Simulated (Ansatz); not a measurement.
Zinc-blende InN (metastable phase), treated with HSE06 (Ansatz, a quantum-chemistry and plane-wave program, PAW).

Settings: plane-wave cutoff 460 eV, 10×10×10 k mesh, Fermi–Dirac smearing 0.01 eV, scalar-relativistic PAW data made under PBE.

Computed points:

```tsv
V (Å³/atom)	E − E_lowest (meV/atom)	P (GPa)
14.694	19.13	8.36
15.081	4.42	3.93
15.575	0.00	-0.92
15.854	3.71	-3.30
16.241	15.30	-6.24
```

Question: Estimate the bulk modulus and its pressure derivative from these points.

Answer: V0 = 15.475 Å³/atom, B0 = 144 GPa, B′ = 4.5 (fit to the energies at full precision).

Measured, for comparison: equilibrium volume per atom 15.72 Å³/atom (temperature not stated, not corrected to a static lattice, epilayer on 3C-SiC; as tabulated in Schörmann, As, Lischka, Schley, Goldhahn et al., Appl. Phys. Lett. 89, 261903 …). Computed (rounded) less measured: equilibrium volume per atom -1.6 %. A static lattice is as a rule a little smaller and stiffer than an uncorrected measurement, which can account for part of this.

Spin–orbit coupling is not included.

Static lattice: no zero-point or thermal effects.
